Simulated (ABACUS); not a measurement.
Ni:

```
Ni
1.0
     0.00000    1.73757    1.73757
     1.73757    0.00000    1.73757
     1.73757    1.73757    0.00000
Ni
1
Direct
  0.00000 0.00000 0.00000
```

Base run:

| Quantity | Value |
| --- | --- |
| Program | ABACUS 3.10.1 |
| Functional | PW91 |
| Potentials or basis | SG15 ONCV 1.2 PBE |
| Cutoff | 1333 eV |
| Density cutoff | 5333 eV |
| Basis | plane waves |
| k mesh | 10 × 10 × 10 |
| Occupations | fermi-dirac, width 0.05 eV |
| Spin | collinear spin, ferromagnetic start |
| Starting moments | [1.0] μB |

Its results: band gap on the k mesh none (metal or under the smearing width); pressure 8.8 GPa; net moment 0.69 μB per cell.

Problem. After a change of settings the same cell gave: band gap on the k mesh none (metal or under the smearing width); pressure -9.6 GPa; net moment 0.69 μB per cell. Which change was it?
A. functional from PW91 to RPBE; potentials or basis from SG15 ONCV 1.2 PBE to GBRV ultrasoft 1.5 PBE; cutoff from 1333 eV to 544 eV; density cutoff from 5333 eV to 4354 eV
B. functional from PW91 to TM; cutoff from 1333 eV to 1537 eV; density cutoff from 5333 eV to 6150 eV; k mesh from 10 × 10 × 10 to 8 × 8 × 8
C. functional from PW91 to SCAN; cutoff from 1333 eV to 1361 eV; density cutoff from 5333 eV to 5442 eV; basis from plane waves to DZP LCAO (the cutoffs set its grid)
D. functional from PW91 to LDA; potentials or basis from SG15 ONCV 1.2 PBE to PseudoDojo NC SR 0.4.1 LDA standard

Solution. D.

Caveats: the potentials were made for another functional, which shifts forces and pressure (some runs).

Not every run made on this cell is shown here.
